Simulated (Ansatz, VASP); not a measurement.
## Two plane-wave programs on Au

INCAR

```
SYSTEM = Au
  ALGO = Normal
  EDIFF = 1E-7
  ENCUT = 520
  GGA = PS
  ISIF = 2
  ISMEAR = -1
  LASPH = .True.
  LCHARG = .True.
  LELF = .True.
  LREAL = .False.
  LVHAR = .True.
  LWAVE = .False.
  NBANDS = 18
  NELM = 100
  PREC = Accurate
  SIGMA = 0.1
```

The input KPOINTS:

```
k-points
0
Gamma
  10 10 10
  0 0 0
```

File POSCAR:

```
Au
1.0
    0.0000000000      2.9712926713      2.9712926713
    2.9712926713      0.0000000000      2.9712926713
    2.9712926713      2.9712926713      0.0000000000
Au
2
Direct
    0.1250000000      0.1250000000      0.1250000000
    0.8750000000      0.8750000000      0.8750000000
```

Input for Ansatz:

```yaml
crystal:
  lattice:
    - [0.0, 2.9712926713, 2.9712926713]
    - [2.9712926713, 0.0, 2.9712926713]
    - [2.9712926713, 2.9712926713, 0.0]
  atoms:
    - { symbol: Au, position: [0.125, 0.125, 0.125] }
    - { symbol: Au, position: [0.875, 0.875, 0.875] }
hamiltonian:
  xc: pbesol
  pseudopotentials:
    kind: paw
    azcp:
      Au: "pseudopotentials/Au.paw.azcp"
basis:
  ecutwfc: 420
  fft_grid_basis: typed
kpoints:
  mp_grid: { grid: [10, 10, 10], shift: [0, 0, 0] }
magnetization:
  spin_polarized: false
scf:
  occupations: { method: fermi_dirac, width: 0.1 }
  lower_state_search: "off"
output:
  stress: true
  write_density: true
  write_potential: true
  elf: true
  volumetric_format: npy
```

Alike in both runs: task single point; functional PBEsol; k mesh 10 × 10 × 10; occupations fermi-dirac, width 0.1 eV; no spin polarisation.

```csv
,VASP,Ansatz
version,VASP 6.6.1,Ansatz 0.2.0
potentials or method,"VASP PAW PBE potentials, release 64 (Au)","plane waves (420 eV) with PAW, scalar-relativistic"
plane-wave cutoff (eV),520,420
valence electrons in the cell,22,38
```

Ansatz gave:

```
pressure (GPa) : 3.2
```

Question: Estimate VASP's values.

Answer: Pressure (GPa): 3.1.

The functional is the same, so the differences come from potentials, cutoffs and numerics. The two sets of potentials don't hold the same shells in valence. Ansatz warned: «pseudo_functional_mismatch».

Caveats: the PAW data sets were made with another functional, which shifts forces and pressure a little (VASP). Spin-orbit coupling is left out, which matters for the levels of Au.
